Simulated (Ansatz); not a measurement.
## Ni in Ansatz: the effect of starting spin order

The system is Ni.

```
Ni
1.0
     0.00000    1.73757    1.73757
     1.73757    0.00000    1.73757
     1.73757    1.73757    0.00000
Ni
1
Cartesian
  0.0000 0.0000 0.0000
```

Alike in all runs:

```yaml
Program: Ansatz 0.2.0
Task: single point
Functional: PBEsol
Potentials_or_basis: Ansatz PAW
Cutoff: "420 eV (not typed: the program's choice for these potentials)"
k_mesh: 13 × 13 × 13
Occupations: fermi-dirac, width 0.05 eV
```

```tsv
starting spin order	spin	starting moments	energy over the lowest run (meV/atom)	final net moment (μB)	final largest site moment (μB)
spin off	no spin polarisation	-	?	?	?
fm	collinear spin, ferromagnetic start	[1.0] μB	0.0	0.63	0.66
random	collinear spin, random start	[0.83] μB	0.0	0.63	0.66
ferromagnetic start, larger moments	collinear spin, ferromagnetic start	[2.5] μB	0.0	0.63	0.66
```

**Question.** What does the run with starting spin order spin off give?

**Answer.** Energy over the lowest run 60.3 meV/atom; final net moment 0.00 μB; final largest site moment 0.00 μB.
